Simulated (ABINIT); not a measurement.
# BP (F-43m): from the cell to the phonon bands, part 2 of 2

Wanted: phonon bands, density of states and zone-centre response of BP (F-43m).

ABINIT 10.8.3; DFT PBE, scalar-relativistic, plane waves, SPMS norm-conserving pseudopotentials.

So far. Step 7 (Zone-centre analysis): Before neutrality was imposed the Born charges missed it by 0.070 e, so ε₀, the LO modes and the intensities above are not converged in mesh or cutoff. Step 9 (Interpolated phonon bands): All branches are real along the path. The relaxed cell has a = 4.547 Å (conventional setting).

## (10) Density of states

Sums over the zone need many more wavevectors than were solved, so the interpolation is sampled on a dense mesh.

anaddb.abi

```
ddb_filepath "all_DDB"
output_file "anaddb.abo"
outdata_prefix "anaddb"
ifcflag 1
ngqpt 4 4 4
nqshft 1
q1shft 0.0 0.0 0.0
asr 1
chneut 1
dipdip 1
dipquad 0
quadquad 0
prtdos 2
ng2qpt 17 17 17
dosdeltae 4.5563e-06
ntemper 11
temperinc 100.0
tempermin 0.0
```

Run with:

```bash
$ OMP_NUM_THREADS=1 anaddb anaddb.abi > anaddb.log
```

The job ended after 5.7 s (1 thread of Intel Xeon at 2.70GHz, shared host).

Read from the output:

```
share of modes beyond 3i cm⁻¹ on the dense interpolated mesh : 0
zero-point energy per atom                                   : 100.1 meV
heat capacity at 300 K                                       : 14.80 J/(mol atoms K)
vibrational entropy at 300 K                                 : 10.11 J/(mol atoms K)
```

The phonon density of states has structure finer than the step of the table below, so its rows give means over 20 cm⁻¹, whole bins alone (the curve runs from -30 to 830 cm⁻¹). Peaks (cm⁻¹: height): 315.0: 0.0169, 455.0: 0.0147, 705.0: 0.0333, 775.0: 0.0846.

Tetrahedra. Table of phonon density of states by wavenumber; means over each step:

```
wavenumber (cm⁻¹)  phonon density of states (1/cm⁻¹/cell)
                0                                       0
               20                                  1.0e-5
               40                                  4.3e-5
               60                                  1.7e-4
               80                                  3.2e-4
              100                                  5.8e-4
              120                                  8.6e-4
              140                                 0.00129
              160                                 0.00181
              180                                 0.00261
              200                                 0.00381
              220                                 0.00653
              240                                 0.00976
              260                                  0.0106
              280                                  0.0117
              300                                  0.0138
              320                                  0.0144
              340                                  0.0103
              360                                 0.00829
              380                                 0.00769
              400                                 0.00746
              420                                 0.00470
              440                                  0.0105
              460                                  0.0128
              480                                 0.00669
              500                                 0.00278
              520                                  4.8e-4
              540                                       0
              560                                       0
              580                                       0
              600                                       0
              620                                       0
              640                                       0
              660                                 0.00405
              680                                  0.0115
              700                                  0.0208
              720                                  0.0243
              740                                  0.0205
              760                                  0.0152
              780                                  0.0476
              800                                 0.00659
```

Harmonic thermodynamic functions per atom, summed over the density of states scaled to three modes an atom; melting is ignored. Thermodynamic functions:

```
T (K)  F_vib (meV/atom)  S (J/mol-atom/K)  C_V (J/mol-atom/K)
    0             100.1                 0                   0
   50             100.1               0.1               0.377
  100             99.85             1.047                2.97
  200             96.79             5.166               9.601
  300             88.88             10.11                14.8
  400              75.9             14.86               18.11
  500             58.24             19.14               20.14
  600              36.4             22.93               21.42
  700             10.85              26.3               22.27
  800               -18             29.32               22.85
  900            -49.82             32.03               23.26
 1000            -84.32              34.5               23.57
```

At 300 K the heat capacity has reached 59 % of the Dulong-Petit value.

## (11) What came out

* space group after relaxation: F-43m
* volume per atom: 11.7 Å³
* highest optical zone-centre mode (no LO-TO term): 800.0 cm⁻¹
* highest mode moved by the LO-TO term (probably not converged in the k mesh): 804.2 cm⁻¹
* mean high-frequency dielectric constant (probably not converged in the k mesh): 9.44
* largest Born charge in size (third of the trace) (probably not converged in the k mesh): 0.53 e
* mean static dielectric constant (probably not converged in the k mesh): 9.54
* q mesh: 4×4×4
* lowest mode on the q mesh (acoustic ones at the zone centre apart): 178.2 cm⁻¹
* zero-point energy per atom: 100.1 meV
* heat capacity at 300 K: 14.8 J/(mol atoms K)
* vibrational entropy at 300 K: 10.1 J/(mol atoms K)
* imaginary modes on the q mesh: none

What this shows: BP (F-43m) is dynamically stable on the 4×4×4 mesh; its spectrum reaches 805 cm⁻¹. At the PBE level the optical modes of BP (F-43m) at the zone centre (no LO-TO term) lie at 800 cm⁻¹. Along the directions run, the highest mode that the macroscopic field moves lies at 804 cm⁻¹. Lattice motion raises the mean dielectric constant from 9.436 to 9.536. The Born charges miss their sum rule by 0.070 e, a sign that the k mesh or the cutoff is short for the field response. ε∞, the Born charges and what follows from them are probably not converged in the k mesh. The Lyddane-Sachs-Teller relation holds: (ωLO/ωTO)² is 1.01 and ε₀/ε∞ is 1.01. These are harmonic frequencies at zero temperature: anharmonic shifts and linewidths and thermal expansion are left out.

Comparison with the measured values:

| quantity | measured | PBE norm-conserving, ABINIT |
| --- | --- | --- |
| lattice constant a (Å) | 4.5383 | 4.547 (+0.2 %) |
| Raman mode, TO at Gamma (T2), ambient … (cm⁻¹) | 794 | 800 (+0.8 %) |

Measured values from arxiv:1906.04101 (2019) and arxiv:1505.05714 (2015).

Verdict: The lattice constant a is off by +0.2 %: good agreement. The Raman mode is off by +0.8 %: good agreement. The grades are ours: good and fair within 0.7 and 1.5 % for the lattice constant a and 3 and 7 % for the Raman mode. For lattice constants and Raman mode the calculation has a static lattice, without zero-point motion or thermal expansion (measured at up to 300 K). Limits of convergence are named above.

[Host names and launcher messages were left out of these logs when they were recorded.]

[Logs are printed without paths, hosts, clocks, repeated set-up lines and the standing remarks that a program may print on its own settings, such as how far it seeks lower states.]

[Hosts, paths, dates, database ids (printed as entryN), source tags and the programs' standing remarks are cut or masked in the printed files.]
